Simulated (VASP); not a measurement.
Runs of VASP 6.6.1 on I. It takes space group C2/m (No. 12, monoclinic). Conventional cell: a = 5.077 Å, b = 7.413 Å, c = 2.880 Å, α = 90.00°, β = 124.24°, γ = 90.00°. Around I (site symmetry 2/m) lie 2 I at 2.88 Å. 

| level | potentials or basis | spin | cell | k mesh | smearing | gap on the mesh (eV) | pressure (GPa) |
| --- | --- | --- | --- | --- | --- | --- | --- |
| PBE | VASP PAW PBE potentials, release 64 (I) | off | volume scaled by 1.04 | 7 × 7 × 11 | fermi-dirac 0.05 eV | none | 0.2 |
| PBE | VASP PAW PBE potentials, release 64 (I) | off | volume scaled by 0.98 | 7 × 7 × 11 | fermi-dirac 0.05 eV | none | (a) |
| BLYP | VASP PAW PBE potentials, release 64 (I) | collinear, typed start | cell strained at random at fixed volume | 6 × 6 × 8 | tetrahedron | none | 3.6 |
| LDA | VASP PAW LDA potentials, release 64 (I) | off | as given | 7 × 7 × 11 | fermi-dirac 0.05 eV | none | -1.3 |

Alike in all rows: task single point; cutoff (eV) 520.

Problem. Fill in the values left out.

Solution. (a) 1.6.

Caveats: an odd number of electrons without spin polarisation forces a metal (some runs); a magnetic or distorted state may lie lower (some runs); the PAW data sets were made with another functional, which shifts forces and pressure a little (some runs); tetrahedron occupations give inexact forces and stress in metals (some runs).

A k mesh can miss the band edges, and the runs leave out spin-orbit coupling on I.

A gap of «none» marks a metal or a gap under the smearing width.
